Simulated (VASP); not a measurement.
A run of VASP 6.6.1:

Contents of INCAR:

```
SYSTEM = Cu
PREC     = Normal         ! precision mode
ENCUT    = 450            ! plane-wave cutoff, eV
EDIFF    = 1E-7           ! SCF threshold, eV
ISMEAR   = 1              ! smearing method
SIGMA    = 0.1            ! smearing width, eV
LREAL    = Auto         
LASPH    = .TRUE.         ! aspherical terms in the spheres
NELM     = 80             ! most SCF steps
ALGO     = Normal         ! electronic algorithm
ISIF     = 2              ! what is computed and relaxed
LWAVE    = .FALSE.        ! write WAVECAR
LCHARG   = .FALSE.        ! write CHGCAR
LDIPOL   = .TRUE.       
IDIPOL   = 3            
DIPOL    = 0.5 0.5 0.500
GGA      = PE             ! functional
LVHAR    = .TRUE.       
LVACPOTAV= .TRUE.       
ICORELEVEL= 1            
KPAR     = 4
```

Contents of KPOINTS:

```
regular mesh
0
G
  6 6 1
  0 0 0
```

Contents of POSCAR:

```
Cu                                      
1.0
    5.1416817000      0.0000000000      0.0000000000
   -2.5708408500      4.4528269700      0.0000000000
    0.0000000000      0.0000000000     23.2972483000
  Cu            
    16
Selective dynamics
Direct
     0.3333333300000021    0.1666666699999979    0.3648499600000008   F   F   F
     0.3333333300000021    0.6666666699999979    0.3648499600000008   F   F   F
     0.8333333300000021    0.1666666699999979    0.3648499600000008   F   F   F
     0.8333333300000021    0.6666666699999979    0.3648499600000008   F   F   F
     0.6666666699999979    0.3333333300000021    0.4549499900000029   F   F   F
     0.6666666699999979    0.8333333300000021    0.4549499900000029   F   F   F
     0.1666666699999979    0.3333333300000021    0.4549499900000029   F   F   F
     0.1666666699999979    0.8333333300000021    0.4549499900000029   F   F   F
     0.0000000000000000    0.5000000000000000    0.5435957078174645   T   T   T
     0.0000000000000000    0.0000000000000000    0.5435957078174645   T   T   T
     0.5000000000000000    0.5000000000000000    0.5435957078174645   T   T   T
     0.5000000000000000    0.0000000000000000    0.5435957078174645   T   T   T
     0.3333333300000021    0.6666666699999979    0.6322731125014284   T   T   T
     0.3333333300000021    0.1666666699999979    0.6322731125014284   T   T   T
     0.8333333300000021    0.6666666699999979    0.6322731125014284   T   T   T
     0.8333333300000021    0.1666666699999979    0.6322731125014284   T   T   T
```

Potentials or basis: VASP PAW PBE potentials, release 64 (Cu).

Command:

```bash
$ cat potpaw_PBE.64/Cu/POTCAR > POTCAR
$ mpirun -np 4 vasp_std > vasp.out
```

Hardware: 4 MPI ranks on Intel(R) Xeon(R) Platinum 8488C (Sapphire Rapids), with other jobs on the host.

Problem. Estimate the wall time of this run.

Solution. It took 110 s on 4 MPI ranks on Intel(R) Xeon(R) Platinum 8488C (Sapphire Rapids), on a shared host, peak memory 0.44 GiB a rank. Counts: scf iterations 30, k points 7.
